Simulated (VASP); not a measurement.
Here is a VASP 6.6.1 calculation.

The input INCAR:

```
SYSTEM = LiH9O5
  PREC = Accurate
  ENCUT = 520
  EDIFF = 1E-7
  ISMEAR = -1
  SIGMA = 0.02
  LREAL = .False.
  LASPH = .True.
  NELM = 100
  ALGO = Normal
  ISIF = 2
  LWAVE = .False.
  LCHARG = .False.
  GGA = PE
  IVDW = 12
  NBANDS = 34
```

Contents of KPOINTS:

```
regular mesh
0
Gamma
  1 1 1
  0 0 0
```

POSCAR

```
LiH9O5
1.0
    5.9739610000      0.0000000000      0.0000000000
    0.0000000000      5.9739610000      0.0000000000
    0.0000000000      0.0000000000      5.9739610000
O H Li
5 9 1
Direct
    0.9331664535      0.2316553456      0.5816241519
    0.9677666125     -0.0520760012      0.9005917514
    0.1198869561      0.6765025751      0.4741912443
    0.6209615362      0.9286970571      0.2304668544
    0.3224493766      0.6006902288      0.0960166965
    0.9626946008      0.3939764588      0.5665587706
    0.8731727576      0.1631413396      0.4487642286
    0.9164773590      0.0808508793      0.8095801094
    0.8383382483     -0.0634922123      1.0088448853
    0.1833289504      0.6143495078      0.3329114469
   -0.0267159427      0.7414845862      0.4138125441
    0.5401441355      0.7775243260      0.1931716662
    0.4886707496      1.0130966707      0.2782575916
    0.4069494260      0.4643820072      0.0924847015
    0.2009387072     -0.2794293434      0.8530688433
```

Potentials or basis: VASP PAW PBE potentials, release 64 (O, H, Li_sv).

Run with:

```bash
$ cat potpaw_PBE.64/O/POTCAR potpaw_PBE.64/H/POTCAR potpaw_PBE.64/Li_sv/POTCAR > POTCAR
$ mpirun -np 1 vasp_gam > vasp.out
```

(1) Predict the largest force.

(2) Estimate the dispersion energy per atom.

(3) What does it give for the band gap on the k mesh?

Results:

(1) 2.591 eV/Å.

(2) -0.030 eV.

(3) 3.74 eV, direct.
